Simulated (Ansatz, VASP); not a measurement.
Given: the input of a run of Ansatz 0.2.0 on W.

File input.yaml:

```yaml
crystal:
  lattice:
    - [0.0, 2.0698140295, 2.0698140295]
    - [2.0698140295, 0.0, 2.0698140295]
    - [2.0698140295, 2.0698140295, 0.0]
  atoms:
    - { symbol: W, position: [0.0, 0.0, 0.0] }
hamiltonian:
  xc: r2scan
  pseudopotentials: { kind: paw }
kpoints:
  mp_grid: { grid: [11, 11, 11] }
scf:
  occupations: { method: fermi_dirac, width: 0.05 }
output:
  forces: true
  stress: true
  eigenvalues: true
```

Potentials or basis: Ansatz PAW.

Launch:

```console
$ ansatz run input.yaml --threads 2 --pin off --max-ram 5632MiB --backend cpu --events-out ev --progress --plain --runs-dir out
```

Q: Translate it to VASP 6.6.1. Potentials there: VASP PAW PBE potentials, release 64 (W_sv).

A: As run (the cutoff follows the program's own potentials):

POSCAR

```
W
1.0
    0.0000000000      2.0698140295      2.0698140295
    2.0698140295      0.0000000000      2.0698140295
    2.0698140295      2.0698140295      0.0000000000
W
1
Direct
    0.0000000000      0.0000000000      0.0000000000
```

The input INCAR.step1:

```
SYSTEM = W
  PREC = Accurate
  ENCUT = 520
  ISMEAR = -1
  SIGMA = 0.05
  LREAL = .False.
  LASPH = .True.
  NELM = 60
  NBANDS = 13
  GGA = PE
  ALGO = Normal
  EDIFF = 1E-4
  LWAVE = .True.
  LCHARG = .False.
```

The input INCAR.step2:

```
SYSTEM = W
  PREC = Accurate
  ENCUT = 520
  EDIFF = 1E-6
  ISMEAR = -1
  SIGMA = 0.05
  LREAL = .False.
  LASPH = .True.
  NELM = 60
  ALGO = Normal
  ISIF = 2
  LWAVE = .False.
  LCHARG = .True.
  METAGGA = R2SCAN
  LMIXTAU = .True.
  LELF = .True.
  LVHAR = .True.
  NBANDS = 13
  ISTART = 1
```

The input KPOINTS:

```
regular mesh
0
Gamma
  11 11 11
  0 0 0
```

Potentials or basis: VASP PAW PBE potentials, release 64 (W_sv).

Command:

```console
$ cat potpaw_PBE.64/W_sv/POTCAR > POTCAR
$ cp INCAR.step1 INCAR
$ mpirun -np 1 vasp_std > vasp.out
$ cp INCAR.step2 INCAR
$ mpirun -np 1 vasp_std > vasp.out
```

Both were run:

|  | VASP | Ansatz | Ansatz less VASP |
| --- | --- | --- | --- |
| gap on the k mesh at the Fermi level (eV) | none | none | - |
| pressure (GPa) | -22.0 | -22.7 | -0.71 |

A gap of «none» marks a metal or a gap that the smearing closes.

Caveats: so large a pressure means that the cell lies far from this level's equilibrium, or that cutoff or potentials fall short (VASP); the potentials were made for another functional, which shifts forces and pressure (VASP); the PAW data sets come from PBE, with cores solved anew for the run's functional, which leaves a small shift of forces and pressure (Ansatz). Spin-orbit coupling is left out, which matters for the levels of W.
